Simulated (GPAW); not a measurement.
Runs of GPAW 26.7.0 on MgO. Symmetry: P-6m2, No. 187, hexagonal system. Conventional cell: a = 2.938 Å, b = 2.938 Å, c = 2.680 Å, α = 90.00°, β = 90.00°, γ = 120.00°. Mg (site symmetry -6m2) is surrounded by 6 O at 2.16 Å. Around O (site symmetry -6m2) lie 6 Mg at 2.16 Å. Measurements of this composition are mostly on another form, of space group No. 225.

```tsv
level	exact-exchange share	gap on the mesh (eV)
PBEh(alpha)	0.1	(b)
PBEh(alpha)	0.35	6.39
PBE0	0.25	5.39
PBEh(alpha)	0.2	(a)
PBEh(alpha)	0.5	7.90
```

Alike in all rows: task single point; potentials or basis GPAW PAW data sets (gpaw-data 1.2.1), pw; no spin polarisation; cell as given; k mesh 3 × 3 × 3; cutoff (eV) 600; smearing fermi-dirac 0.05 eV; the mesh is coarse, so values aren't converged.

**Question.** Estimate the missing entries.

**Answer.** (a) 4.90; (b) 3.93.

Caveats: all runs use coarse meshes; exact exchange converges slowly with the k mesh, and this mesh is small; an odd mesh through Γ misses points on the zone boundary, where band edges often lie.
